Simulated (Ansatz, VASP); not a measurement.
# BiS in VASP and in Ansatz

The input INCAR:

```
  PREC = Accurate
  ENCUT = 520
  EDIFF = 1E-6
  ISMEAR = -1
  SIGMA = 0.05
  LREAL = F
  LASPH = T
  NELM = 80
  ALGO = Normal
  ISIF = 2
  LWAVE = F
  LCHARG = F
  GGA = PE
```

File KPOINTS:

```
regular mesh
0
Gamma
  8 8 8
```

File POSCAR:

```
BiS
1.0
    2.1092708700      1.2177881000      3.5004874800
   -2.1092708700      1.2177881000      3.5004874800
    0.0000000000     -2.4355762100      3.5004874800
Bi S
1 1
Direct
    0.0000000000      0.0000000000      0.0000000000
    0.5000000000      0.5000000000      0.5000000000
```

input.yaml

```yaml
crystal:
  lattice:
    - [2.10927087, 1.2177881, 3.50048748]
    - [-2.10927087, 1.2177881, 3.50048748]
    - [0.0, -2.43557621, 3.50048748]
  atoms:
    - { symbol: Bi, position: [0.0, 0.0, 0.0] }
    - { symbol: S, position: [0.5, 0.5, 0.5] }
hamiltonian:
  xc: pbe
  pseudopotentials: { kind: paw }
kpoints:
  mp_grid: { grid: [8, 8, 8] }
scf:
  occupations: { method: fermi_dirac, width: 0.05 }
output:
  forces: true
  stress: true
  eigenvalues: true
  write_density: true
  write_potential: true
  elf: true
  volumetric_format: npy
```

Change from the starting cell: strain = 0.0.

Alike in both runs: task single point; functional PBE; k mesh 8 × 8 × 8; occupations fermi-dirac, width 0.05 eV; no spin polarisation.

|  | VASP | Ansatz |
| --- | --- | --- |
| version | VASP 6.6.1 | Ansatz 0.2.0 |
| potentials or method | VASP PAW PBE potentials, release 64 (Bi_d, S) | Ansatz PAW |
| plane-wave cutoff (eV) | 520 | 420 |
| valence electrons in the cell | 21 | 21 |

Ansatz gave:

| Quantity | Value |
| --- | --- |
| gap on the k mesh at the Fermi level (eV) | none |
| pressure (GPa) | -1.3 |
| largest component of the traceless stress (GPa) | 0.36 |

Question: Estimate VASP's values.

Answer: gap on the k mesh at the Fermi level (eV): none; pressure (GPa): -1.4; largest component of the traceless stress (GPa): 0.35.

A gap of «none» marks a metal or a gap that the smearing closes.

Caveats: spin-orbit coupling is left out, which moves the levels of the heavy elements.
